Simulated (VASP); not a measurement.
Runs of VASP 6.6.1 on Pt. It takes space group R-3m (No. 166, trigonal). Conventional cell: a = 6.491 Å, b = 6.491 Å, c = 16.605 Å, α = 90.00°, β = 90.00°, γ = 120.00°. Pt (site symmetry m) has 6 Pt at 2.21 to 2.39 Å as nearest neighbours. Pt (site symmetry m) is surrounded by 7 Pt at 2.36 to 2.66 Å. The cell was built by a generator and needn't be a form met in nature.

```csv
task,cell,k mesh,cutoff (eV),mesh quality,gap on the mesh (eV),pressure (GPa),largest force (eV/Å)
single point,"R-3m, 16.83 Å³/atom",3 × 3 × 3,520,coarse,none,85.4,10.17
single point,"R-3m, 20.52 Å³/atom",6 × 6 × 6,520,not flagged,none,-0.4,0.01
single point,"R-3m, 20.55 Å³/atom",3 × 3 × 3,520,not flagged,none,(a),0.03
relaxation of cell and atoms,relaxed,3 × 3 × 3,600,coarse,none,0.2,0.03
```

Alike in all rows: level PBEsol; potentials or basis VASP PAW PBE potentials, release 64 (Pt); no spin polarisation; smearing gaussian 0.1 eV.

Question: Fill in the values left out.

Answer: (a) -0.2.

Caveats: some runs use coarse meshes; the PAW data sets were made with another functional, which shifts forces and pressure a little; a pressure of tens of GPa on the cell as given is suspect, and the run, the potentials or the cell itself is likely at fault (some runs); the volume moved by over 15 % at a fixed basis, so the end points are rough (some runs).

A k mesh can miss the band edges, and the runs leave out spin-orbit coupling on Pt.

A gap of «none» marks a metal or a gap under the smearing width.
